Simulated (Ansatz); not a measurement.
# Fe (omega type): a single-point run

The task is a single-point run on Fe (omega type). The structure is shown as the input types it.

Program: Ansatz 0.2.0. Level of theory: DFT, PBE, all-electron LAPW, scalar-relativistic. These are calculated values, not measurements.

## (1) The system as given

Symmetry: P6/mmm, No. 191, hexagonal system. Conventional cell: a = 3.568 Å, b = 3.568 Å, c = 2.212 Å, α = 90.00°, β = 90.00°, γ = 120.00°. Fe (site symmetry 6/mmm) is surrounded by 14 Fe at 2.21 to 2.34 Å. Around Fe (site symmetry -6m2) lie 11 Fe at 2.06 to 2.34 Å.

Coordinates:

```cif
data_structure
_symmetry_space_group_name_H-M 'P6/mmm'
_symmetry_Int_Tables_number 191
_cell_length_a 3.5675
_cell_length_b 3.5675
_cell_length_c 2.2125
_cell_angle_alpha 90.000
_cell_angle_beta 90.000
_cell_angle_gamma 120.000
_cell_volume 24.39
loop_
_atom_site_label
_atom_site_type_symbol
_atom_site_symmetry_multiplicity
_atom_site_Wyckoff_symbol
_atom_site_fract_x
_atom_site_fract_y
_atom_site_fract_z
_atom_site_occupancy
Fe1 Fe 1 a 0.00000 0.00000 0.00000 1
Fe2 Fe 2 d 0.33333 0.66667 0.50000 1
```

## (2) Running it

Input file input.yaml:

```yaml
crystal:
  lattice:
    - [3.5675046532, 0.0, 0.0]
    - [-1.7837523266, 3.0895496578, 0.0]
    - [0.0, 0.0, 2.2124852119]
  atoms:
    - { symbol: Fe, position: [0.0, 0.0, 0.0], spin: 2.5 }
    - { symbol: Fe, position: [0.3333333333, 0.6666666667, 0.5], spin: 2.5 }
    - { symbol: Fe, position: [0.6666666667, 0.3333333333, 0.5], spin: 2.5 }
magnetization:
  spin_polarized: true
kpoints:
  mp_grid: { grid: [9, 9, 12] }
scf:
  occupations: { method: gaussian, width: 5.0 }
  max_iter: 60
hamiltonian:
  xc: pbe
  pseudopotentials: { kind: all_electron, lapw: { basis_error: 0.001 } }
output:
  forces: true
  stress: true
  eigenvalues: true
  populations: true
```

Run with:

```console
> ansatz run input.yaml --threads 2 --pin off --max-ram 6144MiB --backend cpu --events-out ev --progress --plain --runs-dir out
```

**Question.** How will this run end, and is anything wrong with its input?

This run ends as converged, with warnings (seeded moment not kept). It gives a pressure of 230 GPa, which is large; a structure far from rest gives such values too, whatever the setting.

The suspect setting: scf.occupations.method is gaussian; scf.occupations.width is 5.0. A smearing of this width stands for electrons at many thousands of kelvin; it empties bonding states and fills antibonding ones.

The test: set scf.occupations.method to fermi_dirac and scf.occupations.width to 0.08.
